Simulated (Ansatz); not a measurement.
Computed with Ansatz (plane waves, PAW, 500 eV cutoff): r²SCAN, scalar-relativistic, no spin polarisation, 12×12×12 k-mesh, Gaussian smearing of 0.05 eV. The datasets are Ansatz's generated set soft_2.

The calculation on XC, where X is one element, gave:

```yaml
Space_group: F-43m (No. 216)
Conventional_cell: a = 5.025 Å, b = 5.025 Å, c = 5.025 Å, α = 90.00°, β = 90.00°, γ = 90.00°
Volume: 15.86 Å³/atom
Band_gap: 0.57 eV
Smallest_direct_gap: 0.57 eV
Bader_charges: X 2.06; C -2.06 e
f_electrons_orthogonalised_atomic_orbitals: X 13.99
Formation_energy_from_the_elements_0_K_uncorrected: -0.45 eV/atom
Bulk_modulus_Birch–Murnaghan: 164 GPa
Pressure_derivative_B0′: 3.6
Shear_modulus_Hill: 42 GPa
Young's_modulus: 116 GPa
Poisson's_ratio: 0.38
Elastically_stable: yes
```

Sites: X on 4a, C on 4d.

Problem. Which element is X?
A. Lu
B. Hf
C. W
D. Ta

Solution. B. X is Hf, so the compound is HfC.

The start was a prototype's sites filled with these elements, not a measured cell.

Kohn–Sham gaps of semilocal functionals lie under measured ones, often by a third or more. No spin–orbit coupling, a notable omission for heavy elements.
